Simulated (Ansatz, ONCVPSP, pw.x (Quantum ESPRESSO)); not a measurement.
What a changed setting does to a pw.x run (fcc Ta)

Potential: optimised norm-conserving Vanderbilt (ONCV), ONCVPSP 4.0.1, PBE; core [Kr] 4d10 4f14, reference 5s2 5p6 5d3 6s1; waves: 5s+6s: rc 1.85 bohr, ncon 3, nbas 6, qcut 5.9 1/bohr, 2 projectors; 5p: rc 1.65 bohr, ncon 4, nbas 7, qcut 8.7 1/bohr, 2 projectors, debl 1 Ha; 5d: rc 2.85 bohr, ncon 4, nbas 9, qcut 6.7 1/bohr, 2 projectors, debl 2 Ha; local part: polynomial inside 1.25 bohr (lpopt 5, dvloc0 0 Ha); core correction: polynomial model core, fcfact 0.3. In the p channel the program set the typed energies aside and used -1.713, 0.250 Ha.

The reference run (k-mesh 13³, cutoffs 70/280 Ry, Fermi–Dirac 0.01 Ry, mixing_beta 0.4, conv_thr 1e-9, no spin) gives -3.02 GPa at 18.931 Å³/atom, where all-electron LAPW gives -0.85 GPa. This run, with its own iteration cap, changes degauss to 0.005.

```
&control
  calculation='scf', prefix='x', pseudo_dir='./', outdir='./tmp', tstress=.true., disk_io='none'
/
&system
  ibrav=0, nat=1, ntyp=1, ecutwfc=70, ecutrho=280, nbnd=14,
  occupations='smearing', smearing='fd', degauss=0.005
/
&electrons
  conv_thr=1e-09, mixing_beta=0.4, electron_maxstep=70
/
ATOMIC_SPECIES
Ta 1.0 Ta.UPF
CELL_PARAMETERS angstrom
  0.00000000 2.11534489 2.11534489
  2.11534489 0.00000000 2.11534489
  2.11534489 2.11534489 0.00000000
ATOMIC_POSITIONS crystal
Ta 0.0000 0.0000 0.0000
K_POINTS automatic
13 13 13 0 0 0
```

```bash
pw.x < Ta.scf.in > Ta.scf.out
```

Problem. How does the run end?

Solution. It converges in 8 iterations; the free energy moves by +26.6 meV/atom and the pressure by -0.22 GPa. In a metal, with Fermi–Dirac smearing, F lies below its zero-width value by a term in the square of the width.

```
Message from routine setup:
     using ibrav=0 with symmetry is DISCOURAGED, use correct ibrav instead
     lattice parameter (alat)  =       5.6532  a.u.
     unit-cell volume          =     127.7527 (a.u.)^3
     number of electrons       =        13.00
     number of Kohn-Sham states=           14
     kinetic-energy cutoff     =      70.0000  Ry
     charge density cutoff     =     280.0000  Ry
     scf convergence threshold =      1.0E-09
     Exchange-correlation= PBE
     number of k points=    84  Fermi-Dirac smearing, width (Ry)=  0.0050
     iteration #  1     ecut=    70.00 Ry     beta= 0.40
     total energy              =    -132.45984751 Ry
     estimated scf accuracy    <       0.68962217 Ry
     iteration #  2     ecut=    70.00 Ry     beta= 0.40
     total energy              =    -132.44390040 Ry
     estimated scf accuracy    <       0.09928035 Ry
     iteration #  3     ecut=    70.00 Ry     beta= 0.40
     total energy              =    -132.46463529 Ry
     estimated scf accuracy    <       0.00106174 Ry
     iteration #  4     ecut=    70.00 Ry     beta= 0.40
     total energy              =    -132.46469699 Ry
     estimated scf accuracy    <       0.00044144 Ry
     iteration #  5     ecut=    70.00 Ry     beta= 0.40
     total energy              =    -132.46479887 Ry
     estimated scf accuracy    <       0.00000823 Ry
     iteration #  6     ecut=    70.00 Ry     beta= 0.40
     total energy              =    -132.46480045 Ry
     estimated scf accuracy    <       0.00000415 Ry
     iteration #  7     ecut=    70.00 Ry     beta= 0.40
     total energy              =    -132.46480113 Ry
     estimated scf accuracy    <       0.00000001 Ry
     iteration #  8     ecut=    70.00 Ry     beta= 0.40
     the Fermi energy is    17.7556 ev
!    total energy              =    -132.46480114 Ry
     estimated scf accuracy    <          5.4E-10 Ry
     smearing contrib. (-TS)   =      -0.00120971 Ry
     The total energy is F=E-TS. E is the sum of the following terms:
     one-electron contribution =     -18.73268007 Ry
     hartree contribution      =      15.25051521 Ry
     xc contribution           =     -32.06376397 Ry
     ewald contribution        =     -96.91766261 Ry
     convergence has been achieved in   8 iterations
          total   stress  (Ry/bohr**3)                   (kbar)     P=      -32.47
     Message from routine punch:
     Nothing written, as per user request (disk_io='none')
```

The run took about 21 s on one core of a shared server CPU.
